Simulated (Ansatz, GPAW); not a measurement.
# Geometry or basis: what sets the conductance of azulenedithiol between two Al chains, part 3 of 3

Wanted: T(E) of azulenedithiol between two Al chains at a relaxed geometry in two programs, beside the unrelaxed structure.

GPAW 26.7.0 and Ansatz 0.2.0; Ansatz plane waves; relaxation of the junction with the lead ends held; PAW set soft_1 (the session's first sound run).

So far, transmission at the Fermi level (one spin): step 3 (plane waves, PBE) 0.0143; step 5 (GPAW, szp: basis = "szp(dzp)", PBE, GPAW) 0.0262; step 6 (minimal basis, PBE, GPAW) 0.0350; step 7 (LDA in the dzp basis: xc = "LDA") 0.0199; step 8 (the structure as built: geometry = "as built", PBE, GPAW) 0.0572. Also open channels of the lead at the Fermi level (one spin): 2 in steps 3, 4 and 7.

## 10. The levels side by side (continued)

Table of transmission, zone mean, sum over the listed spins by energy, zero at the Fermi level:

| energy (eV) | pw-pbe | dzp | szp | sz | dzp-LDA | asbuilt |
| --- | --- | --- | --- | --- | --- | --- |
| -2.0000 | 0.00228 | 0.00235 | 0.00157 | 0.00195 | 0.00225 | 0.00185 |
| -1.7500 | 0.00494 | 0.00523 | 0.00369 | 0.0142 | 0.00503 | 6.0e-4 |
| -1.5000 | 0.00760 | 0.00837 | 0.00140 | 4.2e-13 | 0.00925 | 1.2e-4 |
| -1.2500 | 1.9e-5 | 4.3e-11 | 3.3e-12 | 1.8e-14 | 1.0e-10 | 9.5e-13 |
| -1.0000 | 0 | 1.4e-11 | 1.8e-14 | 2.9e-15 | 5.6e-13 | 5.8e-16 |
| -0.7500 | 0 | 3.6e-14 | 1.3e-15 | 1.4e-15 | 3.1e-14 | 2.3e-16 |
| -0.5000 | 0 | 1.3e-13 | 2.0e-14 | 2.2e-14 | 1.7e-13 | 8.1e-14 |
| -0.2500 | 0.00232 | 0.00283 | 0.00240 | 0.00363 | 0.00309 | 0.0284 |
| 0.0000 | 0.0143 | 0.0171 | 0.0262 | 0.0350 | 0.0199 | 0.0572 |
| 0.2500 | 0.0262 | 0.0284 | 0.0742 | 0.106 | 0.0332 | 0.0472 |
| 0.5000 | 0.0577 | 0.0603 | 0.340 | 0.552 | 0.0702 | 0.0514 |
| 0.6750 | 0.103 | 0.0996 | 0.792 | 0.937 | 0.117 | 0.0637 |
| 0.7500 | 0.129 | 0.120 | 0.927 | 0.867 | 0.142 | 0.0721 |
| 1.0000 | 0.270 | 0.222 | 0.555 | 0.390 | 0.278 | 0.125 |
| 1.2500 | 0.718 | 0.508 | 0.246 | 0.229 | 0.668 | 0.296 |
| 1.3500 | 0.914 | 0.750 | 0.235 | 0.345 | 0.890 | 0.470 |
| 1.4000 | 0.877 | 0.867 | 0.288 | 0.815 | 0.919 | 0.599 |
| 1.4500 | 0.753 | 0.920 | 0.564 | 0.0943 | 0.855 | 0.751 |
| 1.5000 | 0.605 | 0.872 | 0.372 | 0.00201 | 0.730 | 0.883 |
| 1.7500 | 0.261 | 0.333 | 0.0105 | 0.0126 | 0.299 | 0.410 |
| 2.0000 | 0.892 | 0.408 | 0.0121 | 0.0122 | 0.719 | 0.219 |

## 11. A varied run

One more run, with changed settings.

This step: GPAW LCAO, PAW setups; Landauer transmission from Green's functions with principal layers (ASE), zero bias (GPAW 26.7.0).

File run.py:

```python
import json
import numpy as np
from ase import Atoms
from ase.transport.calculators import TransportCalculator
from gpaw import GPAW, FermiDirac
from gpaw.lcao.tools import get_lcao_hamiltonian
from scipy.linalg import eigh

# The junction with lead layers at both ends, along the third cell vector
device = Atoms(
    ['Al', 'Al', 'Al', 'Al', 'Al', 'Al', 'Al', 'S', 'C', 'H', 'H', 'C', 'C', 'C', 'C', 'H', 'H', 'C', 'C', 'C', 'C', 'C', 'H', 'H', 'S', 'Al', 'Al', 'Al', 'Al', 'Al', 'Al', 'Al'],
    positions=[
        [7.89649, 4.50000, 1.20000],
        [7.89649, 4.50000, 3.60000],
        [7.89649, 4.50000, 6.00000],
        [7.89649, 4.50000, 8.40000],
        [7.89649, 4.50000, 10.80000],
        [6.13434, 4.57495, 12.65496],
        [6.48547, 4.54846, 15.26013],
        [4.52162, 4.56549, 16.33016],
        [4.74861, 4.54359, 18.07390],
        [2.59189, 4.49894, 18.63122],
        [6.95497, 4.57801, 18.45269],
        [3.63331, 4.51332, 18.94162],
        [5.93887, 4.55429, 18.84167],
        [4.10127, 4.50661, 20.26335],
        [5.58630, 4.53448, 20.20120],
        [7.52883, 4.56188, 21.02874],
        [2.22711, 4.46488, 21.22631],
        [3.30553, 4.48212, 21.41050],
        [6.46612, 4.54286, 21.29030],
        [6.19903, 4.53390, 22.65839],
        [3.67416, 4.48166, 22.75359],
        [4.96048, 4.50678, 23.33006],
        [2.84895, 4.46104, 23.46772],
        [7.08559, 4.55276, 23.30093],
        [4.88952, 4.51803, 25.11656],
        [6.91999, 4.38142, 26.07405],
        [6.39579, 4.45949, 28.65265],
        [7.89649, 4.50000, 30.73560],
        [7.89649, 4.50000, 33.13560],
        [7.89649, 4.50000, 35.53560],
        [7.89649, 4.50000, 37.93560],
        [7.89649, 4.50000, 40.33560]],
    cell=[[15.79298, 0.0, 0.0], [0.0, 9.0, 0.0], [0.0, 0.0, 41.5356]],
    pbc=True)

# One principal layer of the lead: the first 4 atoms of the device
lead = Atoms(
    ['Al', 'Al', 'Al', 'Al'],
    positions=[
        [7.89649, 4.50000, 1.20000],
        [7.89649, 4.50000, 3.60000],
        [7.89649, 4.50000, 6.00000],
        [7.89649, 4.50000, 8.40000]],
    cell=[[15.79298, 0.0, 0.0], [0.0, 9.0, 0.0], [0.0, 0.0, 9.6]],
    pbc=True)

settings = dict(mode='lcao', basis='dzp', xc='PBE', h=0.2,
                occupations=FermiDirac(0.1), maxiter=60,
                mixer=dict(beta=0.1, nmaxold=8, weight=100.0),
                convergence=dict(density=0.0001))
energies = np.arange(-2, 2 + 1e-9, 0.025)
eta = 0.5
n1, n2 = 1, 1
# k and -k transmit alike, so half of the mesh across the current serves
mesh = [(i, j) for i in range(n1) for j in range(n2) if (i, j) <= (-i % n1, -j % n2)]
weights = np.array([1 if (i, j) == (-i % n1, -j % n2) else 2 for i, j in mesh]) / (n1 * n2)

# [... helper functions left out ...]
fermi_lead = ground_state(lead, (1, 1, 12), 'lead.txt')
fermi_device = ground_state(device, (1, 1, 2), 'device.txt')
# [... loop over the mesh left out, but for ...]
        # Shift the lead onto the potential of the device's first layer
        shift = ((H[:, 0, 0] - H0[:, 0, 0]) / S0[0, 0]).real.mean()
# [...]
kT = 8.617333e-5 * 300
bias = [0.1, 0.2, 0.5, 1.0, 1.5, 2.0]
# [... integrals and printing left out ...]
```

The run is started by

```bash
> OMP_NUM_THREADS=1 OPENBLAS_NUM_THREADS=1 python run.py
```

It took 2.2 min on 1 thread of Arm Neoverse V2, shared host; peak memory 2 GiB.

The run finished. A setting was moved off its sound value on purpose, so it serves as a test and not as the result.

The fault put into the input: a broadening of tenths of an eV (eta = 0.5).

Side by side:

| quantity | this run | sound run | difference |
| --- | --- | --- | --- |
| conductance (G₀) | 6.187e-8 | 0.016910 | -0.0169 |
| thermopower (μV/K) | -74.828 | -20.261 | -54.6 |
| transmission at the Fermi level (one spin) | 5.610e-8 | 0.017148 | -0.0171 |

The two runs differ clearly in the transmission at the Fermi level (one spin): 5.6e-8 against 0.0171.

## 12. What came out

| Quantity | Value |
| --- | --- |
| conductance | 0.0169 G₀ |
| transmission at the Fermi level, mean of the spins | 0.0171 |
| thermopower | -20.3 μV/K |
| open channels of the lead there | 2 |

In the dzp basis the junction conducts 0.0169 G₀ at 300 K, with T = 0.0171 a spin at the Fermi level; no smaller basis tried comes within 10 % of that conductance. Relaxation moved atoms by up to 1.8 Å and took the conductance from 0.0568 to 0.0169 G₀, as a ratio a larger change than the step from dzp to the minimal basis. Plane waves (PBE) give T = 0.0143 there. The scatterer reflects about 99 % of the incoming channels at the Fermi level. The negative thermopower says that the thermally weighted transmission is larger above the Fermi level, as for electron-like transport. Measured against the first run (pw-pbe), the nearest curve is that of dzp-LDA (r.m.s. 0.038) and the farthest that of sz (0.31). Over the compared runs wall time goes from 170 s (asbuilt) to 9883 s (pw-pbe), on a shared host; the plane-wave run used 4 threads and the orbital runs 1. Moves of this size go well beyond a change of bond lengths: the free chain atoms or the scatterer took up a new arrangement, and the name in the title describes the start. The leads kept an estimated spacing and the cell its length, so the junction may be under some tension or compression. Semilocal functionals put molecular levels too near the Fermi level, so such conductances usually come out too high, and chain electrodes have a sharper density of states than real ones. An evenly spaced straight chain is an idealisation: free chains tend to dimerise, zigzag or, where a band edge lies near the Fermi level, turn magnetic. The currents use the zero-bias T(E) throughout, which holds only while the bias is small against the distance to the nearest feature.

[Logs are printed without paths, hosts, clocks, repeated set-up lines and the standing remarks that a program may print on its own settings, such as how far it seeks lower states.]

[Hosts, paths, dates, database ids (printed as entryN), source tags and the programs' standing remarks are cut or masked in the printed files.]
